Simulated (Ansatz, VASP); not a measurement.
# One calculation of Ce, two programs

```
Ce
1.0
    -1.97171    1.97171    1.97171
     1.97171   -1.97171    1.97171
     1.97171    1.97171   -1.97171
Ce
1
Direct
  0.00000 0.00000 0.00000
```

Alike in both runs: task single point; functional r2SCAN; k mesh 16 × 16 × 16; occupations gaussian, width 0.05 eV; no spin polarisation.

|  | VASP | Ansatz |
| --- | --- | --- |
| version | VASP 6.6.1 | Ansatz 0.2.0 |
| potentials or method | VASP PAW PBE potentials, release 64 (Ce) | scalar-relativistic, plane waves, PAW |
| plane-wave cutoff (eV) | 520 | 600 |
| valence electrons in the cell | 12 | 12 |

|  | VASP | Ansatz | Ansatz less VASP |
| --- | --- | --- | --- |
| gap on the k mesh at the Fermi level (eV) | none | none | - |
| pressure (GPa) | -4.2 | -3.9 | +0.31 |

A gap of «none» marks a metal or a gap that the smearing closes.

Caveats: the PAW data sets were made with another functional, which shifts forces and pressure a little (VASP). Spin-orbit coupling is left out, which matters for the levels of Ce. Spin polarisation is off, so any magnetic state and its effect on volume and gap are missing.
